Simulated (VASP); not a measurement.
# W (Fm-3m) in VASP: further runs

Runs on W. Level: PBE. Tasks: single point.

Program: VASP 6.6.1. These are calculated values, not measurements. Logs are shortened: lines on timing, memory, paths and dates and some standing lists are left out, and cuts for length are marked.

### Step 1. Starting point

It takes space group Fm-3m (No. 225, cubic). Conventional cell: a = 4.060 Å, b = 4.060 Å, c = 4.060 Å, α = 90.00°, β = 90.00°, γ = 90.00°. W (site symmetry m-3m) has 12 W at 2.87 Å as nearest neighbours.

This isn't the form of W at room conditions, which is bcc.

### Step 2. Single point, PBE

File INCAR:

```
SYSTEM = W
  ADDGRID = .FALSE.
  ALGO = Normal
  EDIFF = 1E-7
  ENCUT = 350
  GGA = PE
  ISIF = 2
  ISMEAR = 0
  LASPH = .TRUE.
  LCHARG = .FALSE.
  LREAL = .FALSE.
  LWAVE = .FALSE.
  NBANDS = 13
  NELM = 100
  PREC = Accurate
  SIGMA = 0.15
```

File KPOINTS:

```
k-points
0
G
  6 6 6
  0 0 0
```

File POSCAR:

```
W
1.0
    0.0000000000      2.0300000000      2.0300000000
    2.0300000000      0.0000000000      2.0300000000
    2.0300000000      2.0300000000      0.0000000000
W
1
Direct
    0.0000000000      0.0000000000      0.0000000000
```

Potentials or basis: VASP PAW PBE potentials, release 64 (W_sv).

Launch:

```bash
cat potpaw_PBE.64/W_sv/POTCAR > POTCAR
mpirun -np 1 vasp_std > vasp.out
```

OUTCAR:

```text
SYSTEM = W
   EDIFF = 1E-7
   ENCUT = 350
   GGA = PE
   ISIF = 2
   ISMEAR = 0
   LASPH = .TRUE.
   LREAL = .FALSE.
   NELM = 100
   PREC = Accurate

 Found     16 irreducible k-points:

 Following reciprocal coordinates:
            Coordinates               Weight
  0.000000  0.000000  0.000000      1.000000
  0.166667  0.000000  0.000000      8.000000
  0.333333  0.000000  0.000000      8.000000
  0.500000  0.000000  0.000000      4.000000
  0.166667  0.166667  0.000000      6.000000
  0.333333  0.166667  0.000000     24.000000
   k-points           NKPTS =     16   k-points in BZ     NKDIM =     16   number of bands    NBANDS=     13
   number of dos      NEDOS =    301   number of ions     NIONS =      1
   total plane-waves  NPLWV =   5832
   dimension x,y,z NGX =    18 NGY =   18 NGZ =   18
   dimension x,y,z NGXF=    36 NGYF=   36 NGZF=   36
   ions per type =               1
   NGX,Y,Z   is equivalent  to a cutoff of  10.42, 10.42, 10.42 a.u.
   NGXF,Y,Z  is equivalent  to a cutoff of  20.85, 20.85, 20.85 a.u.
 SYSTEM =  W
   PREC   = accura    normal or accurate (medium, high low for compatibility)
   ISTART =      0    job   : 0-new  1-cont  2-samecut
   ICHARG =      2    charge: 1-file 2-atom 10-const
   ISPIN  =      1    spin polarized calculation?
   LNONCOLLINEAR =      F non collinear calculations
   LSORBIT =      F    spin-orbit coupling
   LASPH  =      T    aspherical Exc in radial PAW
   ENCUT  =  350.0 eV  25.72 Ry    5.07 a.u.   4.38  4.38  4.38*2*pi/ulx,y,z
   NELM   =    100;   NELMIN=  2; NELMDL= -5     # of ELM steps
   EDIFF  = 0.1E-06   stopping-criterion for ELM
   LREAL  =      F    real-space projection
   EDIFFG = 0.1E-05   stopping-criterion for IOM
   NSW    =      0    number of steps for IOM
   IBRION =     -1    ionic relax: 0-MD 1-quasi-New 2-CG
   NFREE  =      0    steps in history (QN), initial steepest desc. (CG)
   ISIF   =      2    stress and relaxation
   ISYM   =      2    0-nonsym 1-usesym 2-fastsym
   POTIM  = 0.5000    time-step for ionic-motion
   TEBEG  =    0.0;   TEEND  =   0.0 temperature during run
   PSTRESS=    0.0 pullay stress
   NELECT =      14.0000    total number of electrons
   NUPDOWN=      -1.0000    fix difference up-down
   EMIN   =  10.00;   EMAX   =-10.00  energy-range for DOS
   EFERMI =   0.00;   METHOD = LEGACY
   ISMEAR =     0;   SIGMA  =   0.15  broadening in eV -4-tet -1-fermi 0-gaus
   EFERMI_NEDOS =   21; number of points for ismear=-14 and -15
   IALGO  =     38    algorithm
   IMIX   =      4    mixing-type and parameters
     AMIX     =   0.40;   BMIX     =  1.00
     AMIX_MAG =   1.60;   BMIX_MAG =  1.00
  volume/ion in A,a.u.               =      16.73       112.91
  Fermi-wavevector in a.u.,A,eV,Ry     =   1.542688  2.915258 32.380324  2.379887
  Thomas-Fermi vector in A             =   2.648457
   LORBIT       =      0    0 simple, 1 ext, 2 COOP (PROOUT), +10 PAW based schemes
   GGA     = PE    functional components
   LHFCALC =     F    Hartree Fock is set to
   AEXX    =    0.0000 exact exchange contribution
   IVDW    =     0    specifies the selected vdW correction
   LEPSILON=     F    determine dielectric tensor
   LRPA    =     F    only Hartree local field effects (RPA)
 non-spin polarized calculation
 Gauss-broadening in eV      SIGMA  =   0.15
  energy-cutoff  :      350.00
  volume of cell :       16.73
 maximum number of plane-waves:       262
 NGX is ok and might be reduce to    18
   NGX =  9   NGY =  9   NGZ =  9

 number of electron      14.0000004 magnetization

 Free energy of the ion-electron system (eV)
  ---------------------------------------------------
  ext. energy  EPLUGINS =         0.00000000
  ---------------------------------------------------
  free energy    TOTEN  =       -12.42251249 eV

  energy without entropy =      -12.39700733  energy(sigma->0) =      -12.40975991

 E-fermi :  10.3799     XC(G=0): -13.3261

 val. band max:       10.3776719100   @ k =   0.3333   0.3333   0.0000
 cond. band min:      10.4267364066   @ k =  -0.3333   0.1667   0.0000
 fundamental gap:      0.0490644966
 Fermi energy:        10.3799212946

 k-point     1 :       0.0000    0.0000    0.0000
  band No.  band energies     occupation
      1     -63.4620      2.00000
      2     -27.1190      2.00000
      3     -27.1190      2.00000
      4     -27.1190      2.00000
      5       1.3342      2.00000
      6       9.7016      2.00000
      7       9.7016      2.00000
      8       9.7016      2.00000
      9      12.7436      0.00000
     10      12.7436      0.00000
     11      22.9893      0.00000
     12      28.1094      0.00000
     13      28.1094      0.00000

 k-point     2 :       0.1667    0.0000    0.0000
  band No.  band energies     occupation
      1     -63.4378      2.00000
      2     -27.4012      2.00000
      3     -27.1557      2.00000
      4     -27.1557      2.00000
      5       2.4449      2.00000
      6       9.0025      2.00000
      7      10.1066      1.99003
      8      10.1066      1.99003
      9      12.4825      0.00000
     10      12.4825      0.00000
     11      24.5006      0.00000
     12      25.6988      0.00000
     13      30.2119      0.00000

 k-point     3 :       0.3333    0.0000    0.0000
  band No.  band energies     occupation
      1     -63.3891      2.00000
      2     -27.9373      2.00000
      3     -27.2281      2.00000
      4     -27.2281      2.00000
      5       4.3643      2.00000
      6       9.0966      2.00000
      7       9.8571      2.00000
      8       9.8571      2.00000
      9      13.7444      0.00000
     10      13.7444      0.00000
     11      21.9007      0.00000
     12      25.5482      0.00000
     13      31.8288      0.00000

 k-point     4 :       0.5000    0.0000    0.0000
  band No.  band energies     occupation
      1     -63.3645      2.00000
      2     -28.1929      2.00000
      3     -27.2638      2.00000
      4     -27.2638      2.00000
      5       4.7321      2.00000
      6       9.4873      2.00000
      7       9.4873      2.00000
      8      10.8030      0.00007
      9      15.1509      0.00000
     10      15.1509      0.00000
     11      20.2390      0.00000
     12      22.6137      0.00000
     13      28.6821      0.00000

 k-point     5 :       0.1667    0.1667    0.0000
  band No.  band energies     occupation
      1     -63.4296      2.00000
      2     -27.3922      2.00000
      3     -27.2183      2.00000
      4     -27.2183      2.00000
      5       2.8219      2.00000
      6       8.4143      2.00000
      7      10.6428      0.01320
      8      10.6428      0.01319
      9      11.1399      0.00000
     10      13.2542      0.00000
     11      25.8888      0.00000
     12      26.9296      0.00000
     13      28.8915      0.00000

 k-point     6 :       0.3333    0.1667    0.0000
  band No.  band energies     occupation
      1     -63.3892      2.00000
      2     -27.7855      2.00000
      3     -27.3078      2.00000
      4     -27.3032      2.00000
      5       4.6839      2.00000
      6       7.7672      2.00000
      7       9.4903      2.00000
      8      11.0209      0.00000
      9      12.9034      0.00000
     10      14.2704      0.00000
     11      24.2190      0.00000
     12      27.3277      0.00000
     13      29.1127      0.00000

 [... further k-points ...]

------------------------ aborting loop because EDIFF is reached ----------------------------------------

  FORCE on cell =-STRESS in cart. coord.  units (eV):
  Direction    XX          YY          ZZ          XY          YZ          ZX
  --------------------------------------------------------------------------------------
  -------------------------------------------------------------------------------------
  Total       -0.4237432     -0.4237432     -0.4237432      0.0000000     -0.0000000     -0.0000000
  in kB      -40.5784265    -40.5784265    -40.5784265      0.0000000     -0.0000000     -0.0000000
  external PRESSURE =     -40.5784265 kB  Pullay stress =       0.0000000 kB

 VOLUME and BASIS-vectors are now :
 -----------------------------------------------------------------------------
  energy-cutoff  :      350.00
  volume of cell :       16.73
      direct lattice vectors                 reciprocal lattice vectors
     0.000000000  2.030000000  2.030000000    -0.246305419  0.246305419  0.246305419
     2.030000000  0.000000000  2.030000000     0.246305419 -0.246305419  0.246305419
     2.030000000  2.030000000  0.000000000     0.246305419  0.246305419 -0.246305419

 POSITION                                       TOTAL-FORCE (eV/Angst)
 -----------------------------------------------------------------------------------
      0.00000      0.00000      0.00000         0.000000      0.000000      0.000000
 -----------------------------------------------------------------------------------
    total drift:                                0.000000      0.000000      0.000000

  FREE ENERGIE OF THE ION-ELECTRON SYSTEM (eV)
  ---------------------------------------------------
  free  energy   TOTEN  =       -12.4225124866 eV

  energy  without entropy=      -12.3970073328  energy(sigma->0) =      -12.40975991
```

It took 2.5 s on 1 thread of Intel Xeon Platinum 8488C (Sapphire Rapids), shared host; peak memory 0.11 GiB.

The run converged, but some of its settings lie outside the range that counts as converged, so its numbers aren't taken as properties of the crystal.

Results:

```yaml
Free_energy: -12.4225 eV
Pressure: -4.1 GPa
Band_gap_on_the_k_mesh: none (metal or under the smearing width)
```

Caveat: the k mesh is coarse (spacing up to 0.45 Å⁻¹), so the values aren't converged.

### Step 3. Single point, PBE

INCAR: that of step 2 with these lines changed.

```diff
@@ -4,3 +4,3 @@
   EDIFF = 1E-7
-  ENCUT = 350
+  ENCUT = 400
   GGA = PE
```

KPOINTS is that of step 2.

POSCAR is that of step 2.

Potentials or basis: VASP PAW PBE potentials, release 64 (W_sv).

Launch:

```bash
cat potpaw_PBE.64/W_sv/POTCAR > POTCAR
mpirun -np 1 vasp_std > vasp.out
```

Wall time 2.9 s (1 thread of Intel Xeon Platinum 8488C (Sapphire Rapids), shared host); peak memory 0.12 GiB.

These settings aren't checked as converged: the numbers below hold their error.

Results:

| Quantity | Value |
| --- | --- |
| Free energy | -12.4225 eV |
| Pressure | -3.8 GPa |
| Band gap on the k mesh | none (metal or under the smearing width) |

Caveat: the k mesh is coarse (spacing up to 0.45 Å⁻¹), so the values aren't converged.

### Step 4. Single point, PBE

INCAR: that of step 3 with these lines changed.

```diff
@@ -4,3 +4,3 @@
   EDIFF = 1E-7
-  ENCUT = 400
+  ENCUT = 600
   GGA = PE
```

File KPOINTS:

```
k-points
0
G
  5 5 5
  0 0 0
```

POSCAR is that of step 3.

Launch:

```bash
cat potpaw_PBE.64/W_sv/POTCAR > POTCAR
mpirun -np 1 vasp_std > vasp.out
```

Wall time 2.9 s (1 thread of Intel Xeon Platinum 8488C (Sapphire Rapids), shared host); peak memory 0.14 GiB.

The run converged, but some of its settings lie outside the range that counts as converged, so its numbers aren't taken as properties of the crystal.

What came out:

* Free energy: -12.4984 eV
* Pressure: -4.9 GPa
* Band gap on the k mesh: none (metal or under the smearing width)

Caveat: the k mesh is coarse (spacing up to 0.54 Å⁻¹), so the values aren't converged.

### Step 5. Single point, PBE

INCAR: that of step 4 with these lines changed.

```diff
@@ -4,3 +4,3 @@
   EDIFF = 1E-7
-  ENCUT = 600
+  ENCUT = 500
   GGA = PE
```

File KPOINTS:

```
k-points
0
G
  6 6 6
  0 0 0
```

POSCAR is that of step 4.

Potentials or basis: VASP PAW PBE potentials, release 64 (W_sv).

Launch:

```bash
cat potpaw_PBE.64/W_sv/POTCAR > POTCAR
mpirun -np 1 vasp_std > vasp.out
```

OUTCAR:

```text
SYSTEM = W
   EDIFF = 1E-7
   ENCUT = 500
   GGA = PE
   ISIF = 2
   ISMEAR = 0
   LASPH = .TRUE.
   LREAL = .FALSE.
   NELM = 100
   PREC = Accurate

 Found     16 irreducible k-points:

 Following reciprocal coordinates:
            Coordinates               Weight
  0.000000  0.000000  0.000000      1.000000
  0.166667  0.000000  0.000000      8.000000
  0.333333  0.000000  0.000000      8.000000
  0.500000  0.000000  0.000000      4.000000
  0.166667  0.166667  0.000000      6.000000
  0.333333  0.166667  0.000000     24.000000
   k-points           NKPTS =     16   k-points in BZ     NKDIM =     16   number of bands    NBANDS=     13
   number of dos      NEDOS =    301   number of ions     NIONS =      1
   total plane-waves  NPLWV =  13824
   dimension x,y,z NGX =    24 NGY =   24 NGZ =   24
   dimension x,y,z NGXF=    48 NGYF=   48 NGZF=   48
   ions per type =               1
   NGX,Y,Z   is equivalent  to a cutoff of  13.90, 13.90, 13.90 a.u.
   NGXF,Y,Z  is equivalent  to a cutoff of  27.80, 27.80, 27.80 a.u.
 SYSTEM =  W
   PREC   = accura    normal or accurate (medium, high low for compatibility)
   ISTART =      0    job   : 0-new  1-cont  2-samecut
   ICHARG =      2    charge: 1-file 2-atom 10-const
   ISPIN  =      1    spin polarized calculation?
   LNONCOLLINEAR =      F non collinear calculations
   LSORBIT =      F    spin-orbit coupling
[... 69 lines left out ...]
      8       9.7011      2.00000
      9      12.7424      0.00000
     10      12.7424      0.00000
     11      22.9887      0.00000
     12      28.1089      0.00000
     13      28.1089      0.00000
[... 66 lines left out ...]
  band No.  band energies     occupation
      1     -63.3901      2.00000
      2     -27.7863      2.00000
      3     -27.3086      2.00000
      4     -27.3041      2.00000
      5       4.6841      2.00000
      6       7.7667      2.00000
      7       9.4895      2.00000
      8      11.0200      0.00000
      9      12.9028      0.00000
     10      14.2689      0.00000
     11      24.2184      0.00000
     12      27.3270      0.00000
     13      29.1124      0.00000

 [... further k-points ...]

------------------------ aborting loop because EDIFF is reached ----------------------------------------

  FORCE on cell =-STRESS in cart. coord.  units (eV):
  Direction    XX          YY          ZZ          XY          YZ          ZX
  --------------------------------------------------------------------------------------
  -------------------------------------------------------------------------------------
  Total       -0.3980311     -0.3980311     -0.3980311      0.0000000      0.0000000      0.0000000
  in kB      -38.1161905    -38.1161905    -38.1161905      0.0000000      0.0000000      0.0000000
  external PRESSURE =     -38.1161905 kB  Pullay stress =       0.0000000 kB

 VOLUME and BASIS-vectors are now :
 -----------------------------------------------------------------------------
  energy-cutoff  :      500.00
  volume of cell :       16.73
      direct lattice vectors                 reciprocal lattice vectors
     0.000000000  2.030000000  2.030000000    -0.246305419  0.246305419  0.246305419
     2.030000000  0.000000000  2.030000000     0.246305419 -0.246305419  0.246305419
     2.030000000  2.030000000  0.000000000     0.246305419  0.246305419 -0.246305419

 POSITION                                       TOTAL-FORCE (eV/Angst)
 -----------------------------------------------------------------------------------
      0.00000      0.00000      0.00000         0.000000      0.000000      0.000000
 -----------------------------------------------------------------------------------
    total drift:                                0.000000      0.000000     -0.000000

  FREE ENERGIE OF THE ION-ELECTRON SYSTEM (eV)
  ---------------------------------------------------
  free  energy   TOTEN  =       -12.4224435608 eV

  energy  without entropy=      -12.3969292372  energy(sigma->0) =      -12.40968640
```

stdout:

```text
POSCAR found type information on POSCAR W
 POSCAR found :  1 types and       1 ions
 scaLAPACK will be used
 LDA part: xc-table for (Slater+PW92), standard interpolation
 POSCAR, INCAR and KPOINTS ok, starting setup
 FFT: planning ... GRIDC
 FFT: planning ... GRID_SOFT
 FFT: planning ... GRID
 WAVECAR not read
 entering main loop
```

It took 3.4 s on 1 thread of Intel Xeon Platinum 8488C (Sapphire Rapids), shared host; peak memory 0.14 GiB.

The run converged, but some of its settings lie outside the range that counts as converged, so its numbers aren't taken as properties of the crystal.

Results:

```yaml
Free_energy: -12.4224 eV
Pressure: -3.8 GPa
Band_gap_on_the_k_mesh: none (metal or under the smearing width)
```

Caveat: the k mesh is coarse (spacing up to 0.45 Å⁻¹), so the values aren't converged.
